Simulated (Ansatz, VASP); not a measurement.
## TiC: VASP beside Ansatz

INCAR

```
  PREC = Accurate
  ENCUT = 520
  EDIFF = 1E-7
  ISMEAR = -1
  SIGMA = 0.05
  LREAL = False
  LASPH = True
  NELM = 60
  ALGO = Normal
  ISIF = 2
  LWAVE = False
  LCHARG = False
  GGA = PS
  NBANDS = 15
```

Contents of KPOINTS:

```
regular mesh
0
Gamma
  11 11 11
```

Contents of POSCAR:

```
TiC
1.0
    0.0000000000      2.1215080947      2.1215080947
    2.1215080947      0.0000000000      2.1215080947
    2.1215080947      2.1215080947      0.0000000000
Ti C
1 1
Direct
    0.0000000000      0.0000000000      0.0000000000
    0.5000000000      0.5000000000      0.5000000000
```

The input input.yaml:

```yaml
crystal:
  lattice:
    - [0.0, 2.1215080947, 2.1215080947]
    - [2.1215080947, 0.0, 2.1215080947]
    - [2.1215080947, 2.1215080947, 0.0]
  atoms:
    - { symbol: Ti, position: [0.0, 0.0, 0.0] }
    - { symbol: C, position: [0.5, 0.5, 0.5] }
hamiltonian:
  xc: pbesol
  pseudopotentials: { kind: paw }
kpoints:
  mp_grid: { grid: [11, 11, 11] }
scf:
  occupations: { method: fermi_dirac, width: 0.05 }
output:
  forces: true
  stress: true
  eigenvalues: true
```

Change from the starting cell: volume scaled by 0.94.

Alike in both runs: task single point; functional PBEsol; k mesh 11 × 11 × 11; occupations fermi-dirac, width 0.05 eV; no spin polarisation.

```csv
,VASP,Ansatz
version,VASP 6.6.1,Ansatz 0.2.0
potentials or method,"VASP PAW PBE potentials, release 64 (Ti_sv, C)",Ansatz PAW
plane-wave cutoff (eV),520,420
valence electrons in the cell,16,16
```

Ansatz gave:

- gap on the k mesh at the Fermi level (eV): none
- pressure (GPa): 10.2

Task: What did VASP give for the same quantities?

Result: gap on the k mesh at the Fermi level (eV): none; pressure (GPa): 10.4.

A gap of «none» marks a metal or a gap that the smearing closes. The functional is the same, so the differences come from potentials, cutoffs and numerics.

Caveats: the PAW data sets were made with another functional, which shifts forces and pressure a little (VASP); the PAW data sets come from PBE, with cores solved anew for the run's functional, which leaves a small shift of forces and pressure (Ansatz).
